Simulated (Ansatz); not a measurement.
Set up this calculation in Ansatz 0.2.0, as the native input.

* Task: electron localisation function
* Functional: BLYP
* Dispersion: D3(BJ)-ATM
* Potentials or basis: PseudoDojo standard (PBE files)
* Cutoff: 1143 eV
* Density cutoff: 4572 eV
* k mesh: 12 × 12 × 12
* Occupations: cold, width 0.01 eV
* Spin: non-collinear spin, ferromagnetic start, spin-orbit coupling
* Starting moments: [[0.289, 0.289, 0.289]] μB

The system is Pt.

```
Pt
1.0
     0.00000    1.87910    1.87910
     1.87910    0.00000    1.87910
     1.87910    1.87910    0.00000
Pt
1
Cartesian
  0.0000 0.0000 0.0000
```

The cell isn't the ideal one: volume scaled by 0.88.

The input as run:

input.yaml

```yaml
crystal:
  lattice:
    - [0.0, 1.8790990395, 1.8790990395]
    - [1.8790990395, 0.0, 1.8790990395]
    - [1.8790990395, 1.8790990395, 0.0]
  atoms:
    - { symbol: Pt, position: [0.0, 0.0, 0.0], spin: 0.501, spin_axis: [0.289, 0.289, 0.289] }
hamiltonian:
  xc: blyp
  pseudopotentials: { kind: nc_fr, accuracy: standard }
  dispersion: d3bjatm
magnetization:
  noncollinear: true
  spin_orbit: true
kpoints:
  mp_grid: { grid: [12, 12, 12] }
scf:
  occupations: { method: cold, width: 0.01 }
output:
  forces: true
  stress: true
  eigenvalues: true
  write_density: true
  write_potential: true
  elf: true
  volumetric_format: npy
```

Potentials or basis: PseudoDojo standard (PBE files).

Run with:

```bash
$ ansatz run input.yaml --threads 1 --pin off --max-ram 2560MiB --backend cpu --events-out ev --progress --plain --runs-dir out
```

Results of the run:

```json
{
 "Pressure": "60.6 GPa",
 "Band gap on the k mesh": "none (metal or under the smearing width)",
 "Net moment": "0.06 μB per cell",
 "Absolute moment": "0.06 μB per cell"
}
```

Caveat: the potentials were made for another functional, which shifts forces and pressure; pairwise dispersion overbinds metals, which lowers pressure and volume; the thresholds are loose for stress.

Run time: 65 s on 1 thread of AMD EPYC 9R14 (Zen 4), with other jobs on the host, peak memory 0.64 GiB.
